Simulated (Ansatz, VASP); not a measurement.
## HfB in VASP and in Ansatz

File INCAR:

```
SYSTEM = HfB
ALGO = Fast
EDIFF = 1E-6
ENCUT = 520
ISIF = 2
ISMEAR = 0
LASPH = .TRUE.
LCHARG = .FALSE.
LREAL = .FALSE.
LWAVE = .FALSE.
NBANDS = 14
NELM = 100
PREC = Accurate
SIGMA = 0.15
```

KPOINTS

```
k-points
0
G
  18 18 18
  0 0 0
```

The input POSCAR:

```
HfB
1.0
    0.0000000000      2.1945000000      2.4255000000
    2.1945000000      0.0000000000      2.4255000000
    2.1945000000      2.1945000000      0.0000000000
Hf B
1 1
Direct
    0.5000000000      0.5000000000      0.5000000000
    0.0000000000      0.0000000000      0.0000000000
```

Input for Ansatz:

```yaml
crystal:
  lattice:
    - [0.0, 2.1945, 2.4255]
    - [2.1945, 0.0, 2.4255]
    - [2.1945, 2.1945, 0.0]
  atoms:
    - { symbol: Hf, position: [0.5, 0.5, 0.5] }
    - { symbol: B, position: [0.0, 0.0, 0.0] }
basis:
  ecutwfc: 420
kpoints:
  mp_grid: { grid: [18, 18, 18] }
hamiltonian:
  xc: lda
scf:
  occupations: { method: gaussian, width: 0.15 }
output:
  forces: true
  stress: true
  eigenvalues: true
```

Change from the starting cell: strain -0.050 along x and y, +0.050 along z, atoms carried along.

Alike in both runs: task single point; functional LDA; k mesh 18 × 18 × 18; occupations gaussian, width 0.15 eV; no spin polarisation.

|  | VASP | Ansatz |
| --- | --- | --- |
| version | VASP 6.6.1 | Ansatz 0.2.0 |
| potentials or method | VASP PAW LDA potentials, release 64 (Hf_pv, B) | scalar-relativistic, plane waves, PAW |
| plane-wave cutoff (eV) | 520 | 420 |
| valence electrons in the cell | 13 | 29 |

Ansatz gave:

| Item | Value |
| --- | --- |
| gap on the k mesh at the Fermi level (eV) | none |
| pressure (GPa) | 36.8 |
| largest component of the traceless stress (GPa) | 36.22 |

Estimate VASP's values.

gap on the k mesh at the Fermi level (eV): none; pressure (GPa): 39.3; largest component of the traceless stress (GPa): 37.04.

A gap of «none» marks a metal or a gap that the smearing closes. The two sets of potentials don't hold the same shells in valence.

Caveats: so large a pressure means that the cell lies far from this level's equilibrium, or that cutoff or potentials fall short (VASP). The runs have no spin-orbit coupling, so splittings on Hf are missing.
